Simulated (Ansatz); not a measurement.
The system is BaS.

```
CELL_PARAMETERS angstrom
0.00000 3.19375 3.19375
3.19375 0.00000 3.19375
3.19375 3.19375 0.00000
ATOMIC_POSITIONS crystal
Ba 0.00000 0.00000 0.00000
S 0.50000 0.50000 0.50000
```

Base run:

```yaml
Program: Ansatz 0.2.0
Functional: PBE
Potentials_or_basis: Ansatz PAW
Cutoff: "420 eV (not typed: the program's choice for these potentials)"
k_mesh: 7 × 7 × 7
Occupations: fermi-dirac, width 0.05 eV
Spin: no spin polarisation
```

Its results: band gap on the k mesh 2.26 eV, indirect (least direct gap 2.38 eV); pressure 0.8 GPa.

**Question.** The run is repeated on the same cell with these changes: functional from PBE to LDA. What comes out?

**Answer.** Band gap on the k mesh 2.07 eV, indirect (least direct gap 2.18 eV); pressure -2.5 GPa.

LDA binds more tightly than PBE, so the same cell stands under less pressure.

Caveats: the k mesh misses the band edges, so the gap on the mesh is wider than the one along the path; spin-orbit coupling is left out, which moves the levels of the heavy elements; the PAW data sets come from PBE, with cores solved anew for the run's functional, which leaves a small shift of forces and pressure (some runs).
